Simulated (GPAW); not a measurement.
The system is AlAu.

```
CELL_PARAMETERS angstrom
3.22394 0.00000 0.00000
0.00000 3.22394 0.00000
0.00000 0.00000 3.22394
ATOMIC_POSITIONS crystal
Au 0.50000 0.50000 0.50000
Al 0.00000 0.00000 0.00000
```

The cell comes from a database or a generator and needn't be the stable form of this composition.

```yaml
Program: GPAW 26.7.0
Task: relaxation of cell and atoms
Functional: PBEsol
Dispersion: D3(BJ)
Potentials_or_basis: PAW data sets generated in the run's folder for this functional
Cutoff: 600 eV
Basis: pw
k_mesh: 8 × 8 × 8
Occupations: fermi-dirac, width 0.05 eV
Spin: no spin polarisation
```

At the start: pressure -9.0 GPa; volume 16.75 Å³/atom.

**Question.** How do energy, volume and symmetry change on relaxing?

**Answer.** Over 4 steps the energy falls by 37.1 meV/atom and the volume is 15.54 Å³/atom (-7.3 %); space group Pm-3m (No. 221, to 0.05 Å).

Step by step:
| step | energy change (eV) | largest force (eV/Å) | pressure (GPa) | volume (Å³) |
| --- | --- | --- | --- | --- |
| 1 | 0.0000 | 0.0000 | -9.02 | 33.51 |
| 2 | -0.0335 | 0.0000 | -6.99 | 32.84 |
| 3 | -0.0733 | 0.0000 | 1.17 | 30.80 |
| 4 | -0.0742 | 0.0000 | -0.12 | 31.07 |

Final structure:
```xyz
2
Lattice="3.1438 0.0000 0.0000 0.0000 3.1438 0.0000 0.0000 0.0000 3.1438" Properties=species:S:1:pos:R:3 pbc="T T T"
Au    1.5719    1.5719    1.5719
Al    0.0000    0.0000    0.0000
```

Caveat: with this Au data set, volumes or pressures lay over 1.5 % or 2 GPa off other programs in two to four cells of ten; later steps reuse the first step's grids; pairwise dispersion overbinds metals, which lowers pressure and volume.
